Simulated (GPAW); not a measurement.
# Pb (Fm-3m) in GPAW: a series of runs, part 2 of 2

GPAW 26.7.0. The steps go on from the part before.

## (3) Band structure, BEEF-vdW, spin-orbit coupling, no magnetisation

The input, run.py:

```python
import numpy as np
from ase.dft.bandgap import bandgap
from ase.io import read, write
from gpaw import GPAW, PW
from gpaw.spinorbit import soc_eigenstates

atoms = read('Pb.xyz')

calc = GPAW(mode=PW(600),
            xc={'name': 'BEEF-vdW', 'backend': 'libvdwxc'},
            kpts={'size': (9, 9, 9), 'gamma': True},
            occupations={'name': 'fermi-dirac', 'width': 0.05},
            nbands=14,
            convergence={'density': 1e-05, 'energy': 1e-05},
            maxiter=150,
            txt='gpaw.txt')
atoms.calc = calc
energy = atoms.get_potential_energy()
forces = atoms.get_forces()
calc.write('gs.gpw')
write('result.traj', atoms)
print(f'Energy: {energy:.6f} eV')
print('Forces (eV/A):')
print(forces.round(4))
print('Fermi level:', round(calc.get_fermi_level(), 4), 'eV')
print(f'Gap: {bandgap(calc)[0]:.4f} eV, direct: {bandgap(calc, direct=True)[0]:.4f} eV')

path = atoms.cell.bandpath('GXWKGLUWLK,UX', npoints=60, eps=1e-4)
bs_calc = calc.fixed_density(kpts=path, symmetry='off', nbands=23,
                             convergence={'bands': 'CBM+6.0', 'eigenstates': 1e-6}, txt='bands.txt')
bs = bs_calc.band_structure()
bs.write('bs.json')
print(f'Gap on the path: {bandgap(bs_calc)[0]:.4f} eV')

soc = soc_eigenstates(bs_calc, theta=90, phi=0)
np.savetxt('soc_bands.dat', soc.eigenvalues(), fmt='%.4f')
mesh = soc_eigenstates('gs.gpw', theta=90, phi=0)
np.savetxt('soc_mesh.dat', mesh.eigenvalues(), fmt='%.4f')
print('Fermi level with spin-orbit coupling:', round(mesh.fermi_level, 4), 'eV')
```

The input, Pb.xyz:

```xyz
1
Lattice="0.0000000000 2.4750200000 2.4750200000 2.4750200000 0.0000000000 2.4750200000 2.4750200000 2.4750200000 0.0000000000" Properties=species:S:1:pos:R:3 pbc="T T T"
Pb     0.0000000000      0.0000000000      0.0000000000
```

Potentials or basis: GPAW PAW data sets (gpaw-data 1.2.1), pw.

Launch:

```sh
OMP_NUM_THREADS=1 python run.py
```

Wall time 19 s (1 thread of Intel Xeon Platinum 8259CL at 2.50GHz (Skylake/Cascade Lake), shared host); peak memory 0.23 GiB.

Results (log left out):

| Quantity | Value |
| --- | --- |
| Free energy | -356.1134 eV |
| Band gap along the path | none (metal or under the smearing width) |

Levels at the corners of the path, in eV from the Fermi level:
| point | band 12 | band 13 | band 14 | band 15 | band 16 | band 17 |
| --- | --- | --- | --- | --- | --- | --- |
| Γ | -11.56 | 4.55 | 4.55 | 8.77 | 8.77 | 8.77 |
| X | -6.49 | -3.46 | -3.46 | 1.42 | 1.42 | 2.94 |
| W | -6.38 | -2.30 | -2.30 | -0.72 | -0.71 | 0.53 |
| K | -6.57 | -2.70 | -2.70 | -0.98 | -0.98 | 3.13 |
| Γ | -11.56 | 4.55 | 4.55 | 8.77 | 8.77 | 8.77 |
| L | -7.92 | -4.29 | -4.29 | 4.36 | 4.36 | 6.80 |
| U | -6.57 | -2.70 | -2.70 | -0.98 | -0.98 | 3.13 |
| W | -6.38 | -2.30 | -2.30 | -0.72 | -0.71 | 0.53 |
| L | -7.92 | -4.29 | -4.29 | 4.36 | 4.36 | 6.80 |
| K | -6.57 | -2.70 | -2.70 | -0.98 | -0.98 | 3.13 |
| U | -6.57 | -2.70 | -2.70 | -0.98 | -0.98 | 3.13 |
| X | -6.49 | -3.46 | -3.46 | 1.42 | 1.42 | 2.94 |

Caveat: spin-orbit coupling was added after a scalar SCF, so levels and gaps hold it while energy, forces, pressure and moments don't; this program's spin-orbit splittings come out too wide for heavy elements; the PAW data sets were made with another functional, which shifts forces and pressure a little.

## (4) Equation of state, LDA

The input, run.py:

```python
from ase import Atoms
from ase.eos import EquationOfState
from ase.io import Trajectory
from ase.units import GPa
from gpaw import GPAW, PW

atoms = Atoms(['Pb'],
              cell=[[0.0, 2.47502, 2.47502],
                    [2.47502, 0.0, 2.47502],
                    [2.47502, 2.47502, 0.0]],
              scaled_positions=[[0.0, 0.0, 0.0]],
              pbc=True)

traj = Trajectory('eos.traj', 'w')
volumes, energies = [], []
for x in [0.94, 0.96, 0.98, 1.0, 1.02, 1.04, 1.06]:
    a = atoms.copy()
    a.set_cell(atoms.cell * x**(1 / 3), scale_atoms=True)
    calc = GPAW(mode=PW(600),
                xc='LDA',
                kpts={'size': (9, 9, 9), 'gamma': True},
                occupations={'name': 'fermi-dirac', 'width': 0.05},
                nbands=14,
                convergence={'density': 1e-05, 'energy': 1e-05},
                maxiter=150,
                txt=f'eos-{x:.2f}.txt')
    a.calc = calc
    energies.append(a.get_potential_energy(force_consistent=True))
    volumes.append(a.get_volume())
    p = -a.get_stress()[:3].mean() / GPa
    calc.write(f'eos-{x:.2f}.gpw')
    traj.write(a)
    print(f'{x:.2f} {volumes[-1]:10.4f} A^3 {energies[-1]:14.6f} eV {p:9.3f} GPa', flush=True)

v0, e0, B = EquationOfState(volumes, energies, eos='birchmurnaghan').fit()
print(f'V0 = {v0:.4f} A^3, E0 = {e0:.6f} eV, B0 = {B / GPa:.2f} GPa')
```

Potentials or basis: the program's PAW data sets (release 1.2.1) made for this functional, pw.

Launch:

```sh
OMP_NUM_THREADS=1 python run.py
```

Log:

```text
__  _  _
 | _ |_)|_||  |
 |__||  | ||/\| - 26.7.0

Input parameters:
  mode=PW(ecut=600.0),
  convergence={'density': 1e-05, 'energy': 1e-05},
  kpts=MonkhorstPack(size=(9, 9, 9), gamma=True),
  maxiter=150,
  nbands=14,
  occupations=Occupations(name='fermi-dirac', width=0.05),
  xc=XC(name='LDA')

Diagonalizing LCAO Hamiltonian
Converting LCAO to pw mode

       Pb

Atoms  # Å, Bohr magnetons
|   | symbol |        x |        y |        z |    initial magnetic moments |
|---|--------|----------|----------|----------|-----------------------------|
| 0 |     Pb | 0.000000 | 0.000000 | 0.000000 | ( 0.0000,  0.0000,  0.0000) |

Unit cell  # Å
| periodic |        x |        y |        z |  lengths |    angles |
|----------|----------|----------|----------|----------|-----------|
|      yes | 0.000000 | 2.424495 | 2.424495 | 3.428754 | 60.000000 |
|      yes | 2.424495 | 0.000000 | 2.424495 | 3.428754 | 60.000000 |
|      yes | 2.424495 | 2.424495 | 0.000000 | 3.428754 | 60.000000 |

Number of symmetries: 48
Symmetry operations  # r_c * U_cc + t_c -> r_c
|    | kind |            matrix            |
|----|------|------------------------------|
|  0 |  σ   |  1, 0, 0,  1, 0,-1,  1,-1, 0 |
|  1 |  C2  |  1, 0, 0,  1,-1, 0,  1, 0,-1 |
|  2 |  E   |  1, 0, 0,  0, 1, 0,  0, 0, 1 |
|  3 |  σ   |  1, 0, 0,  0, 0, 1,  0, 1, 0 |
|  4 |  C4  |  1, 0,-1,  1, 0, 0,  1,-1, 0 |
|  5 |  S6  |  1, 0,-1,  1,-1, 0,  1, 0, 0 |
|  6 |  σ   |  1, 0,-1,  0, 1,-1,  0, 0,-1 |
|  7 |  C3  |  1, 0,-1,  0, 0,-1,  0, 1,-1 |
[... 131 lines left out ...]

occupation numbers:
  Fermi-Dirac:
    width: 0.0500  # eV

poisson solver:
  ecut: 4800.0  # eV

xc functional:
  name: None

convergence criteria:
- Maximum integral of absolute [dens]ity change: 1e-05 electrons / valence electron
- Maximum [total energy] change in last 3 cyles: 1e-05 eV / valence electron
- Maximum integral of absolute [eigenst]ate change: 4e-08 eV^2 / valence electron
maximum number of iterations: 150

SCF iterations
|iter     | |      energy | eigst |  dens |
|---------|-|-------------|-------|-------|
|iter:   1| |   -4.565672 | -0.16 |       |
|iter:   2| |   -4.564362 | -2.38 | -1.79 |
|iter:   3| |   -4.546891 | -2.60 | -1.82 |
|iter:   4| |   -4.546410 | -3.70 | -2.36 |
|iter:   5| |   -4.546412 | -4.70 | -2.78 |
|iter:   6| |   -4.546414c| -6.46 | -3.93 |
|iter:   7| |   -4.546414c| -6.92 | -4.38 |
|iter:   8| |   -4.546414c| -8.06c| -5.13c|

Converged in 8 steps
Energy contributions relative to reference atoms: (reference = -566970.933631)

Energy contributions:
  Kinetic:           8.171536
  Coulomb:          -7.893444
  Zero:              0.003890
  External:          0.000000
  Xc:               -4.826739
  Entropy:          -0.003314
  Spinorbit:         0.000000
  ----------------------------
  Free energy:      -4.548071
  Extrapolated:     -4.546414

dipole moment: (-20.584578, -20.584578, -20.584578)  # |e|*Ang

Fermi level: 7.799
Eigenvalues  # (at kpt = [0.000, 0.000, 0.000])
| band index |      eig [eV] | occ [0-2] |
|------------|---------------|-----------|
|          0 |        -9.024 |     2.000 |
|          1 |        -9.024 |     2.000 |
|          2 |        -9.024 |     2.000 |
|          3 |        -8.852 |     2.000 |
|          4 |        -8.852 |     2.000 |
|          5 |        -4.185 |     2.000 |
|          6 |        15.793 |     0.000 |
|          7 |        15.793 |     0.000 |
|          8 |        15.793 |     0.000 |
|          9 |        17.947 |     0.000 |
|         10 |        20.266 |     0.000 |
|         11 |        20.988 |     0.000 |
|         12 |        20.988 |     0.000 |
|         13 |        20.988 |     0.000 |

No gap
No difference between direct/indirect transitions

Stress tensor  # eV/Ang^3
|         x |         y |         z |
|-----------|-----------|-----------|
| -0.004307 | -0.000000 | -0.000000 |
| -0.000000 | -0.004307 |  0.000000 |
| -0.000000 |  0.000000 | -0.004307 |

# Writing to eos-0.94.gpw (mode='')
```

stdout:

```text
0.94    28.5032 A^3      -4.548071 eV     0.690 GPa
0.96    29.1097 A^3      -4.548448 eV    -0.476 GPa
0.98    29.7161 A^3      -4.544672 eV    -1.506 GPa
1.00    30.3226 A^3      -4.537236 eV    -2.410 GPa
1.02    30.9290 A^3      -4.526609 eV    -3.194 GPa
1.04    31.5355 A^3      -4.513213 eV    -3.876 GPa
1.06    32.1419 A^3      -4.497389 eV    -4.480 GPa
V0 = 28.8558 A^3, E0 = -4.548833 eV, B0 = 55.39 GPa
```

eos-0.96.txt:

```text
SCF iterations
|iter     | |      energy | eigst |  dens |
|---------|-|-------------|-------|-------|
|iter:   1| |   -4.565360 | -0.19 |       |
|iter:   2| |   -4.564217 | -2.34 | -1.79 |
|iter:   3| |   -4.547307 | -2.60 | -1.82 |
|iter:   4| |   -4.546872 | -3.75 | -2.36 |
|iter:   5| |   -4.546875 | -4.78 | -2.78 |
[... 34 lines left out ...]
|          9 |        17.682 |     0.000 |
|         10 |        19.739 |     0.000 |
|         11 |        20.570 |     0.000 |
|         12 |        20.570 |     0.000 |
|         13 |        20.570 |     0.000 |

No gap
No difference between direct/indirect transitions

Stress tensor  # eV/Ang^3
|         x |         y |         z |
|-----------|-----------|-----------|
|  0.002968 |  0.000000 | -0.000000 |
|  0.000000 |  0.002968 | -0.000000 |
| -0.000000 | -0.000000 |  0.002968 |

# Writing to eos-0.96.gpw (mode='')
```

It took 56 s on 1 thread of Arm Neoverse V1, shared host; peak memory 0.2 GiB.

Results:

| Item | Value |
| --- | --- |
| Equilibrium volume | 28.86 Å³/atom |
| Bulk modulus | 55 GPa |
| Pressure derivative of the bulk modulus | 5.4 |

Energy against volume, from the lowest point:
| volume (Å³/atom) | energy (meV/atom) |
| --- | --- |
| 28.503 | 0.38 |
| 29.110 | 0.00 |
| 29.716 | 3.78 |
| 30.323 | 11.21 |
| 30.929 | 21.84 |
| 31.535 | 35.24 |
| 32.142 | 51.06 |

## (5) How close it comes

Step 4. The cell as given is a measured one (30.32 Å³/atom); LDA puts the equilibrium volume -4.8 % from it, thermal expansion not counted.
